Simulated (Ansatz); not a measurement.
Input and command of a plane-wave DFT calculation in Ansatz:

```yaml
crystal:
  lattice:
    - [2.34465, -1.7134, 0.0]
    - [2.34465, 1.7134, 0.0]
    - [-0.86055, 0.0, 5.05944]
  atoms:
    - { symbol: Cu, position: [0.0032, 0.4968, 0.0], spin: 0.77 }
    - { symbol: Cu, position: [0.4968, 0.0032, 0.5], spin: 0.77 }
    - { symbol: O, position: [0.5714, 0.4056, 0.2537], spin: 0.32 }
    - { symbol: O, position: [0.4056, 0.5714, 0.7537], spin: 0.32 }
basis:
  ecutwfc: 500
kpoints:
  mp_grid: { grid: [10, 10, 6] }
hamiltonian:
  xc: r2scan
  hubbard: { sites: [{ species: Cu, l: d, u_eff: 4.0 }] }
scf:
  occupations: { method: gaussian, width: 0.02 }
output:
  forces: true
  stress: true
  eigenvalues: true
  populations: true
  write_density: true
  write_potential: true
  elf: true
  volumetric_format: npy
magnetization:
  spin_polarized: true
```

```bash
ansatz run input.yaml --threads 1 --pin off --max-ram 2560MiB --backend cpu --events-out ev --progress --plain --runs-dir out
```

Processor: Intel(R) Xeon(R) Platinum 8259CL CPU @ 2.50GHz (Skylake/Cascade Lake), 1 thread, on a host shared with other jobs.

Task: How long does it run, and how much memory does it take?

Result: About 3.5 min on 1 thread of Intel(R) Xeon(R) Platinum 8259CL CPU @ 2.50GHz (Skylake/Cascade Lake) (shared host), peak memory 0.93 GiB. It solves 32 bands at 172 k points (the mesh reduced by symmetry) with about 1035 plane waves, in 26 SCF iterations.
